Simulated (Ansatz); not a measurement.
# InSe (R3m) in Ansatz: band structure with PBE0

Aim: the band structure of InSe with PBE0.

Everything below comes from runs of Ansatz 0.2.0. Logs are shortened: lines on timing, memory, paths and dates and some standing lists are left out, and cuts for length are marked.

**Experimental background.**

“The Interaction of Hydrogen with the van der Waals Crystal γ-InSe”, 2020, pmc:7321205 reports, for a bulk crystal of InSe at 300 K: band gap 1.25 eV.

The runs below are set against these values where they give the same quantity.

## Step 1: Starting point

It takes space group R3m (No. 160, trigonal). Conventional cell: a = 4.000 Å, b = 4.000 Å, c = 25.320 Å, α = 90.00°, β = 90.00°, γ = 120.00°. Around In (site symmetry 3m) lie 3 Se at 2.63 Å and 1 In at 2.82 Å. In (site symmetry 3m) is surrounded by 3 Se at 2.64 Å and 1 In at 2.82 Å. Around Se (site symmetry 3m) lie 3 In at 2.63 Å. Se (site symmetry 3m) is surrounded by 3 In at 2.64 Å.

## Step 2: Band structure, PBE0

Contents of input:

```
crystal:
  lattice:
    - [2.0, 1.1547005384, 8.44]
    - [-2.0, 1.1547005384, 8.44]
    - [0.0, -2.3094010768, 8.44]
  atoms:
    - { symbol: In, position: [0.8886, 0.8886, 0.8886] }
    - { symbol: In, position: [0.0, 0.0, 0.0] }
    - { symbol: Se, position: [0.1719, 0.1719, 0.1719] }
    - { symbol: Se, position: [0.3835, 0.3835, 0.3835] }
hamiltonian:
  xc: pbe0
  pseudopotentials: { kind: paw }
kpoints:
  mp_grid: { grid: [6, 6, 6] }
  band_path:
    path:
      - [[0.0, 0.0, 0.0], [0.5, 0.0, 0.0], [0.5, 0.1791451724, -0.1791451724]]
      - [[0.8208548276, 0.5, 0.1791451724], [0.5, 0.5, 0.5], [0.0, 0.0, 0.0], [0.3395725862, 0.0, -0.3395725862]]
      - [[0.6604274138, 0.3395725862, 0.0], [0.5, 0.5, 0.0], [0.6604274138, 0.6604274138, 0.1791451724], [0.5, 0.5, 0.5]]
      - [[0.5, 0.0, 0.0], [0.8208548276, 0.3395725862, 0.3395725862]]
    npoints: 4
scf:
  occupations: { method: fermi_dirac, width: 0.05 }
  n_extra_bands: 10
output:
  forces: true
  stress: true
  eigenvalues: true
  fatbands: false
```

Potentials or basis: Ansatz PAW.

The program printed:

```text
Warning: output.stress: scf.convergence.dr2_threshold = 1e-7 eV (the SCF's general default) is looser than the 4e-10 eV advised for a printed stress (1e-10 eV for each atom of the cell: 4). What an SCF threshold leaves in a stress goes as its square root, and in the free energy as the threshold itself, and one threshold admits the most on a small cell: of the crystals measured, under no hybrid functional and no lock of the moments, on runs that ended without the residual-converged pass, on stresses that held no estimate of that error, the worst erred by over 100 MPa in a component at 1e-7 eV an atom and by under 5 at 1e-10. Set scf.convergence.dr2_threshold to 4e-10 eV or tighter. The threshold is an SCF's pass mark: one that does not reach it within its budget of iterations ends unconverged, or closes short of it on a stop that the run arms, and scf.convergence.dr2_threshold's page says what that costs each kind of run
Warning: output.stress: scf.exx.energy_threshold = 1e-6 eV is looser than the 4e-8 eV advised for a stress under a hybrid functional (1e-8 eV for each atom of the cell: 4). Every SCF of the exchange loop can meet its threshold on dr2 while the loop round them stops early: no threshold on dr2 bounds what that leaves in the stress. Set scf.exx.energy_threshold to 4e-8 eV or tighter. The threshold is the loop's pass mark: a loop that does not reach it within its budget of cycles ends unconverged, and scf.exx.energy_threshold's page has the law
basis.fft_grid_basis auto: the FFT boxes are laid along the combinations [[1, 0, -1], [0, 1, -1], [0, 0, 1]] of the cell's own vectors, 4.000, 4.000 and 8.750 Å long. The dense box has 27×27×60 points. Along the cell's own vectors, as sized, it would have 60×60×60, 4.94 times as many. Of the 6 symmetry operations that the crystal satisfies within crystal.symmetry.tolerance (time reversal apart; of a slab, those that keep its plane) the dense box along the cell's own vectors carries 6, and the one as laid loses 4 of those. basis.fft_grid_basis: typed keeps the cell's own vectors: state it where this run's energies or levels are differenced outside the engine with another run's, or held beside a run that keeps those vectors.
scf.n_extra_bands = 10 over 29 filled bands (N_el = 58.0): the run solves 39 bands
GPUs: using 1 of 1 available (devices: 1).
Engine: ansatz 0.2.0, x86_64-unknown-linux-gnu
Pseudopotentials: kind: paw
Pseudopotential: In, paw, valence charge 13, recommended cutoff 420 eV (normal), In.paw.azcp
Pseudopotential: Se, paw, valence charge 16, recommended cutoff 420 eV (normal), Se.paw.azcp
Functional definition: PBE0
  parameter a = 0.25
  parameter kappa = 0.804
  parameter beta = 0.06672455060314922
  exchange = (1 - a)*pbe_x(kappa = kappa, mu = beta*pi^2/3) + a*exact_x
  correlation = pbe_c(beta = beta)
device memory: the entry about to start is reckoned to put 1.7 GiB on a device that reports 37.3 GiB free (of which the cap on the GPU budget leaves the run 18.0 GiB)
GPU FFT provider: cuFFT
GPU libraries: cuBLAS 13.8.2, cuFFT 12.4.0, cuSOLVER 12.3.4
Crystal: 4 atoms, lattice volume = 116.948 Å³
Basis set: ecut = 420 eV, 2309 PW (Γ), FFT grids on a1−a3, a2−a3, a3, exchange–correlation on 54×54×120 points (8 copies of the dense FFT grid, shifted against one another)
Bands: 39, of which v1, the nominal top of the filled ones, is band 29 counted from 1 (28 counted from 0)
Symmetry: 6 space group operations
Space group: R3m (ITA 160), of the structure as read, at distance tolerance 4.9e-5 Å
k-points: 32 of 216 (time reversal used)
Non-local potential: In, projectors of the file, l = 0: 2, l = 1: 2, l = 2: 2, l = 3: 2
Non-local potential: Se, projectors of the file, l = 0: 2, l = 1: 2, l = 2: 3, l = 3: 1
PAW form: soft (Blöchl's): semilocal exchange-correlation on the pseudo side does not see the compensation charge
PAW frozen core: In, regenerated for the run's functional, and the local potential with it (the file was generated under x = pbe(κ = 0.804, μ = 0.2195149727645171), c = pbe(β = 0.06672455060314922))
PAW frozen core: Se, regenerated for the run's functional, and the local potential with it (the file was generated under x = pbe(κ = 0.804, μ = 0.2195149727645171), c = pbe(β = 0.06672455060314922))
PAW one-centre angular grid: In, 590 points (default); XC on 64 Gauss nodes
PAW one-centre angular grid: Se, 590 points (default); XC on 64 Gauss nodes
Initial density: superposition of atomic densities (neutral atoms: chi_scale 0, normalization atom), corrected by the library's trained network
Initial wavefunctions: pseudopotential atomic-orbital guess
GPU buffer pool allocated for 43740 grid points (all kernels)
GPU transforms: local potential and band sums: pruned to the plane-wave sphere, on 27×27×60
Functional: x = pbe(κ = 0.804, μ = 0.2195149727645171), c = pbe(β = 0.06672455060314922), warm-up for x = 0.75 pbe(κ = 0.804, μ = 0.2195149727645171) + 0.25 exact, c = pbe(β = 0.06672455060314922)
SCF iter   1: F=—  HF=-22135.865046 eV  |F-HF|=—  |Δ(HF+E_count)|=         —  Δρ=1.92e-3  dr2=1.26e-2  ethr=1.77e-3  ⟨swp⟩=11.6  Hψ=5476  notcnv=1
preconditioner: auto → none  [insulator: Δε(μ)=0.434 eV  Ē_g=15.594 eV  σ=0.050 eV  W_gap=0.97  n_scr=30 (ndim 8)  ℏωp=21.2 eV  f_vac=0.086  D(μ)=0.00/eV (n_scr^D=0)]
SCF iter   2: F=—  HF=-22135.867899 eV  |F-HF|=—  |Δ(HF+E_count)|=   2.85e-3  Δρ=1.72e-3  dr2=2.42e-2  ethr=2.18e-5  ⟨swp⟩=6.1  Hψ=3911  notcnv=0  defer=15
iter 3 solved again at ethr=6.09e-7 eV; its pass at ethr=2.18e-5 eV (dr2=3.53e-4 eV) is discarded
[... 37 lines left out ...]
SCF iter   5: F=—  HF=-22145.385729 eV  |F-HF|=—  |Δ(HF+E_count)|=   3.26e-8  Δρ=1.10e-6  dr2=3.83e-9  ethr=1.86e-11  ⟨swp⟩=6.0  Hψ=3521  notcnv=0  defer=14
SCF iter   6: F=-22145.385729 eV  HF=-22145.385729 eV  |F-HF|=2.33e-10  |Δ(HF+E_count)|=  7.60e-10  Δρ=2.71e-7  dr2=4.34e-10  ethr=5.21e-12  ⟨swp⟩=3.2  Hψ=2375  notcnv=0
SCF 3 converged in 6 iterations: F = -22145.385729 eV  dr2 = 4.34e-10
  Residual-converged pass: ⟨swp⟩=3.2  Hψ=3116  notcnv=0  max |occ|·‖R‖ = 5.2e-7 eV (tolerance 5.3e-7 eV)  dr2=4.42e-10  dr2_onsite=4.13e-11  max |Δocc| = 2.4e-17
hybrid outer 2: dexx = +1.722e-6 eV, tail = 6.30e-8 eV, Δε = 3.17e-3 eV (about 1.34e-4 eV left of the loop's levels), ΔF = 4.26e-3 eV/Å (tail 1.02e-3)
GPU FFT provider: cuFFT
GPU libraries: cuBLAS 13.8.2, cuFFT 12.4.0, cuSOLVER 12.3.4
GPU buffer pool allocated for 43740 grid points (all kernels)
GPU transforms: local potential and band sums: pruned to the plane-wave sphere, on 27×27×60
Exchange kernel: α = 0.2500, full range, Wigner–Seitz truncation, v(0) = 27566.9577 eV·Å³, q-mesh 6×6×6, nearest image of the exchange supercell L = 24.00 Å, pair-density grid 24×24×60, without the augmentation charges, whose exchange is taken in its separable form by FFT convolution over the k-point mesh (the finest that the files' search goes to), smooth part of the exact exchange by density-matrix convolution in up to 10.39 GiB of GPU memory as planned if the GPU has room (build and FFT work areas not counted)
Frozen-core exchange: fock
SCF iter   1: F=—  HF=-22145.385729 eV  |F-HF|=—  |Δ(HF+E_count)|=         —  Δρ=9.39e-7  dr2=9.26e-10  ethr=5.43e-10  ⟨swp⟩=9.7  Hψ=2886  notcnv=0
preconditioner: auto → none  [insulator: Δε(μ)=1.762 eV  Ē_g=18.348 eV  σ=0.050 eV  W_gap=1.00  n_scr=30 (ndim 8)  ℏωp=21.2 eV  f_vac=0.083  D(μ)=0.00/eV (n_scr^D=0)]
SCF iter   2: F=-22145.385729 eV  HF=-22145.385729 eV  |F-HF|=7.64e-11  |Δ(HF+E_count)|=  6.66e-10  Δρ=3.30e-7  dr2=1.61e-10  ethr=1.50e-12  ⟨swp⟩=4.0  Hψ=3742  notcnv=0
SCF 4 converged in 2 iterations: F = -22145.385729 eV  dr2 = 1.61e-10
  Residual-converged pass: ⟨swp⟩=2.9  Hψ=2221  notcnv=0  max |occ|·‖R‖ = 5.1e-7 eV (tolerance 5.3e-7 eV)  dr2=1.61e-10  dr2_onsite=6.79e-11  max |Δocc| = 5.2e-18
hybrid outer 3: dexx = +6.197e-10 eV, tail = 4.76e-10 eV, Δε = 8.15e-5 eV (about 1.60e-5 eV left of the loop's levels), ΔF = 2.84e-4 eV/Å (tail 1.91e-4)
device memory: the entry about to start is reckoned to put 0.9 GiB on a device that reports 32.7 GiB free (of which the cap on the GPU budget leaves the run 18.0 GiB)
NSCF: frozen V_eff on 40 k-points, pencils in batches of 32, up to order 172
hybrid SCF converged: 3 outer / 16 inner (+4 warm-up), last move |dexx| = 6.20e-10 eV, tail = 4.76e-10 eV
Stability not checked: this state was not tested for a lower state beside it, because the functional holds exact exchange (a hybrid, or Hartree-Fock), whose exchange loop this test does not read (fock_operator; see scf.lower_state_search)
Free energy (F): -22145.385729 eV
Frozen-core exchange: fock
Harris-Foulkes:  -22145.385729 eV  (|F-HF|=7.64e-11)
Internal energy: -22145.385729 eV  (E = F + TS)
E sigma→0 (E₀):  -22145.385729 eV
Fermi energy:    7.419864 eV
--- Per-component energies (eV) ---
  E_band       = -1080.885549
  E_kinetic    = 722.189128
  E_local      = -7919.427229  (includes V_loc(G=0)·N_el)
  E_nonlocal   = -457.592546
  E_hartree    = 3654.923340
  E_xc         = -490.420036
  E_vxc        = -304.074666  (∫ρ·V_xc dr)
  E_exx        = -225.226691  (= α·E_x^exact, valence–valence)
  E_paw        = -12064.482184  (= ΣΔE_a)
  E_vpaw       = 18.627689  (= ΣTr[D̂ρ^β])
  E_aug_tail   = -0.001159  (compensation charges beyond the density's cutoff)
  E_ewald      = -5364.203816
  E_core_change = -1.144536  (= ΣΔE_core)
  E_smearing   = -0.000000  (= −TS)
  E_closure    = 0.000000  (closes the sum)
  Σ components = -22145.385729   (vs F -22145.385729, Δ=0.00e0)
--- Forces (eV/Å), atoms counted from 1 ---
  atom   1  In     0.00000000    -0.00000000     0.17864944
  atom   2  In     0.00000000     0.00000000    -0.15980081
  atom   3  Se     0.00000000     0.00000000     0.06950201
  atom   4  Se     0.00000000     0.00000000    -0.08834265
  max |Σ_I F_I| component: 7.99e-6 eV/Å
--- Stress (GPa, compression-positive) ---
        1.202732       0.000000      -0.000000
        0.000000       1.202732      -0.000000
        0.000000      -0.000000       0.190715
  P = ⅓ Tr σ = 0.8654 GPa (8.654 kbar)
--- Band table (eV; the first three rows and the last of 32) ---
  k-point 0: bands = ["-44.7917", "-44.7917", "-44.7821", "-44.7821", "-44.7629", "-44.7629", "-44.7548", "-44.7548", "-44.7510", "-44.7434", "-10.1259", "-9.9686", "-9.9686", "-9.8950", "-9.8950", "-9.8621", "-9.8621", "-9.6848", "-9.6848", "-9.6566", "-8.4181", "-7.9903", "-0.4504", "2.8349", "4.8995", "5.0648", "5.0648", "5.1663", "5.1663", "9.6284", "10.0453", "12.4739", "12.4739", "13.2366", "13.6236", "13.6236", "15.6075", "16.7173", "17.2712"]
  k-point 1: bands = ["-44.7916", "-44.7916", "-44.7820", "-44.7820", "-44.7629", "-44.7629", "-44.7548", "-44.7548", "-44.7510", "-44.7433", "-10.1357", "-10.0375", "-9.9789", "-9.9618", "-9.8756", "-9.8694", "-9.8511", "-9.7218", "-9.6875", "-9.5985", "-8.1158", "-7.7289", "-0.2254", "2.2868", "3.5408", "4.4530", "4.7097", "4.8575", "5.3723", "10.1392", "10.7010", "11.7763", "12.5748", "12.7301", "13.8882", "14.2572", "14.8352", "16.4211", "17.1668"]
  k-point 2: bands = ["-44.7916", "-44.7915", "-44.7820", "-44.7819", "-44.7629", "-44.7628", "-44.7548", "-44.7548", "-44.7509", "-44.7433", "-10.2231", "-10.1109", "-10.0652", "-9.9564", "-9.8836", "-9.8370", "-9.8202", "-9.7450", "-9.6920", "-9.5439", "-7.4567", "-7.1727", "-0.1318", "0.9996", "2.2546", "4.1496", "4.1556", "4.2904", "5.2332", "9.3437", "10.0266", "11.7162", "12.2524", "12.9017", "14.7022", "14.7408", "15.4679", "15.9794", "16.6240"]
  k-point 31: bands = ["-44.7917", "-44.7917", "-44.7821", "-44.7821", "-44.7629", "-44.7629", "-44.7548", "-44.7548", "-44.7510", "-44.7434", "-10.1261", "-9.9688", "-9.9688", "-9.8948", "-9.8948", "-9.8622", "-9.8622", "-9.6847", "-9.6847", "-9.6596", "-8.2873", "-8.1359", "-0.0305", "1.7268", "4.9886", "4.9886", "5.2512", "5.2512", "6.5381", "8.2999", "10.1368", "12.3800", "12.3800", "13.7485", "13.7648", "13.7648", "16.0658", "16.9223", "16.9223"]
```

Wall time 4.1 min (1 × NVIDIA H100 80GB HBM3 with 2 threads of AMD EPYC 7R13 (Zen 3), shared host); peak memory 5.6 GiB.

What came out:

```yaml
Free_energy: -22145.3857 eV
Pressure: 0.9 GPa
Largest_force: 0.179 eV/Å
Band_gap_on_the_k_mesh: 1.76 eV, direct
Band_gap_along_the_path: 1.76 eV, direct
```

Forces in eV/Å, atoms in the order of the input:
```
In   0.000  0.000  0.179
In   0.000  0.000 -0.160
Se   0.000  0.000  0.070
Se   0.000  0.000 -0.088
```

Levels at the corners of the path, in eV from the valence-band top:
```
point  band 27  band 28  band 29  band 30  band 31  band 32
    Γ    -1.47    -1.37    -1.37     3.09     3.51     5.94
    L    -2.62    -2.50    -1.83     2.45     3.39     5.05
   B1    -2.86    -2.53    -1.90     2.94     3.93     4.76
    B    -2.86    -2.53    -1.90     2.94     3.93     4.76
    Z    -1.29    -1.29     0.00     1.76     3.60     5.84
    Γ    -1.47    -1.37    -1.37     3.09     3.51     5.94
    X    -2.90    -2.51    -1.87     2.99     3.83     4.81
    Q    -2.90    -2.51    -1.87     2.99     3.83     4.81
    F    -2.79    -2.31    -1.64     2.52     3.29     4.68
   P1    -2.76    -2.34    -1.77     2.74     3.11     4.76
    Z    -1.29    -1.29     0.00     1.76     3.60     5.84
    L    -2.62    -2.50    -1.83     2.45     3.39     5.05
    P    -2.76    -2.34    -1.77     2.74     3.11     4.76
```

Caveat: spin-orbit coupling is left out, which moves the levels of the heavy elements; the PAW data sets come from PBE, with cores solved anew for the run's functional, which leaves a small shift of forces and pressure; the thresholds are loose for stress.

## Step 3: How close it comes

Step 2. A measured gap of InSe is 1.25 eV (300 K; “The Interaction of Hydrogen with the van der Waals Crystal γ-InSe”, 2020, pmc:7321205); the calculated 1.76 eV misses it by +0.51 eV. Spin-orbit coupling on In, Se is left out. The value is that of PBE0, without temperature or zero-point motion.
